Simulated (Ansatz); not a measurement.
Input and command of a calculation in Ansatz (plane waves; scalar-relativistic PAW potentials unless the input names others):

```yaml
crystal:
  lattice:
    - [3.1010569263, 0.0, 0.0]
    - [0.0, 3.1010569263, 0.0]
    - [0.0, 0.0, 3.1010569263]
  atoms:
    - { symbol: Al, position: [0.0, 0.0, 0.0] }
    - { symbol: Ru, position: [0.5, 0.5, 0.5] }
basis:
  ecutwfc: 420
  ecutrho_ratio: 12
kpoints:
  mp_grid: { grid: [14, 14, 14], shift: [0.5, 0.5, 0.5] }
hamiltonian:
  xc: pbe
scf:
  occupations: { method: gaussian, width: 0.1 }
output:
  forces: true
  eigenvalues: true
  stress: true
```

```bash
ansatz run input.yaml --threads 1 --pin off --max-ram 2560MiB --backend cpu --events-out ev --progress --plain --runs-dir out
```

Abridged log:
```
Pseudopotentials: kind: paw
Pseudopotential: Al, paw, valence charge 3, recommended cutoff 420 eV (normal)
Pseudopotential: Ru, paw, valence charge 16, recommended cutoff 420 eV (normal)
Functional definition: PBE
Crystal: 2 atoms, lattice volume = 29.821 Å³
Basis set: ecut = 420 eV, 587 PW (Γ), exchange–correlation on 72×72×72 points (8 copies of the dense FFT grid, shifted against one another)
Bands: 14, of which v1, the nominal top of the filled ones, is band 10 counted from 1 (9 counted from 0)
Symmetry: 48 space group operations
Space group: Pm-3m (ITA 221), of the structure as read, at distance tolerance 3.1e-5 Å
k-points: 84 of 2744
Initial density: superposition of atomic densities (neutral atoms: chi_scale 0, normalization atom), corrected by the library's trained network
Initial wavefunctions: pseudopotential atomic-orbital guess
Functional: x = pbe(κ = 0.804, μ = 0.21951497), c = pbe(β = 0.06672455)
SCF iter   1: F=—  HF=-6417.328788 eV  |F-HF|=—  |Δ(HF+E_count)|=         —  Δρ=4.13e-3  dr2=6.32e-3  ethr=1.77e-3  ⟨swp⟩=5.0  Hψ=6133  notcnv=0
SCF iter   2: F=—  HF=-6417.328300 eV  |F-HF|=—  |Δ(HF+E_count)|=   4.88e-4  Δρ=2.56e-3  dr2=2.71e-3  ethr=3.32e-5  ⟨swp⟩=1.9  Hψ=1926  notcnv=0
SCF iter   3: F=—  HF=-6417.327877 eV  |F-HF|=—  |Δ(HF+E_count)|=   4.23e-4  Δρ=3.19e-4  dr2=2.82e-5  ethr=1.43e-5  ⟨swp⟩=2.0  Hψ=1488  notcnv=0
SCF iter   4: F=—  HF=-6417.327880 eV  |F-HF|=—  |Δ(HF+E_count)|=   2.45e-6  Δρ=1.01e-4  dr2=1.23e-6  ethr=1.48e-7  ⟨swp⟩=2.0  Hψ=1950  notcnv=0
SCF iter   5: F=-6417.327881 eV  HF=-6417.327881 eV  |F-HF|=4.20e-9  |Δ(HF+E_count)|=   9.98e-7  Δρ=9.38e-6  dr2=6.61e-9  ethr=6.48e-9  ⟨swp⟩=2.9  Hψ=1948  notcnv=0
SCF iter   6: F=-6417.327881 eV  HF=-6417.327881 eV  |F-HF|=1.36e-10  |Δ(HF+E_count)|=   4.98e-9  Δρ=2.46e-6  dr2=3.81e-10  ethr=3.48e-11  ⟨swp⟩=2.5  Hψ=3778  notcnv=0
SCF 1 converged in 6 iterations: F = -6417.327881 eV  dr2 = 3.81e-10
SCF converged after 6 iterations
Free energy (F): -6417.327881 eV
Harris-Foulkes:  -6417.327881 eV  (|F-HF|=1.36e-10)
Internal energy: -6417.318026 eV  (E = F + TS)
E sigma→0 (E₀):  -6417.322953 eV
Entropy (-TS):   -0.009854 eV (-4.927 meV/atom)
Fermi energy:    14.114129 eV
--- Forces (eV/Å), atoms counted from 1 ---
  atom   1  Al     0.00000000     0.00000000     0.00000000
  atom   2  Ru     0.00000000     0.00000000     0.00000000
--- Stress (GPa, compression-positive) ---
      -15.753766       0.000000       0.000000
        0.000000     -15.753766       0.000000
        0.000000       0.000000     -15.753766
  P = ⅓ Tr σ = -15.7538 GPa (-157.538 kbar)
```

Apart from outputs and empty bands, the input differs from a reference run on usual settings in basis.ecutrho_ratio: not typed → 12; kpoints.mp_grid.shift: not typed → [0.5, 0.5, 0.5]. The reference, at the same geometry (not necessarily relaxed), gave pressure -15.69 GPa, largest force 0.000 eV/Å, no gap on the mesh. This run converged in 6 SCF iterations (reference: 6) with an energy at zero smearing 3.32 meV/atom below the reference's, pressure -15.75 GPa, largest force 0.000 eV/Å, no gap on the mesh.

Time: 1.3 s on 1 thread of Intel(R) Xeon(R) 6975P-C (Granite Rapids), on a shared host, peak memory 0.41 GiB.